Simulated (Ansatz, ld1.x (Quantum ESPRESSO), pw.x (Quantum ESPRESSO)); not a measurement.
Equation-of-state test of one TM potential (Hg)

```json
{"Element": "mercury", "Generator": "ld1.x (Quantum ESPRESSO) 7.5", "Type": "norm-conserving Troullier–Martins (Kleinman–Bylander form)", "Functional": "PBE", "Relativity": "scalar-relativistic", "Frozen core": "[Xe] 4f14", "Valence charge": "12", "Reference configuration": "5d10 6s2 6p0", "Partial waves": "6p (bound, empty): rc 3.45 bohr; 5d (bound): rc 1.60 bohr; 6s (bound): rc 2.35 bohr", "Local potential": "the s channel", "Core correction": "Bessel-smoothed model core, default radius (core density twice the valence density)"}
```

Crystal test: sc Hg in pw.x 7.5, no spin, 11³ k-points, Fermi–Dirac smearing 0.01 Ry, cutoffs 100/400 Ry. The reference is all-electron LAPW (Ansatz 0.2.0) with the same functional, mesh and smearing; V0 and B0 come from Birch–Murnaghan fits to the pressures at five volumes. Errors are pseudo minus all-electron; Δ is the rms difference of the E(V) curves that follow from these fits, minima aligned, over ±6 % about the mean V0. Mesh and smearing are coarse, so the numbers serve the comparison and aren't converged zero-temperature values; the lattice is a test structure that the element need not adopt.

```tsv
V (Å³/atom)	P all-electron (GPa)	P pseudo (GPa)
28.131	1.04	1.67
28.872	0.48	1.03
29.612	0.06	0.55
30.352	-0.26	0.16
31.093	-0.51	-0.13
```

All-electron: a0 = 3.098 Å (V0 = 29.74 Å³/atom), B0 = 14.3 GPa.

Pseudopotential: mean pressure error (GPa): +0.49; a0 (Å): 3.132; a0 error (%): +1.11; B0 error (%): -15.9; Δ (meV/atom): 2.9. The largest radius (3.45 bohr) exceeds half the bond length (2.92 bohr), so the spheres overlap, which is one possible source of error among others. This is a poor potential for the solid.

**Question.** At the middle volume, how do free energy and pressure move when the wave cutoff is lowered (ecutrho kept at four times it)?

**Answer.**

```tsv
cutoff (Ry)	shift of F (meV/atom)	shift of P (GPa)
45	+149.1	-7.58
60	+22.4	-0.07
80	+6.2	-0.14
```

The run at the middle volume (56 k-points, 7 iterations) took about 14 s on one core of a shared host (Intel(R) Xeon(R) 6975P-C, 192 threads, 378 GiB, load 90).
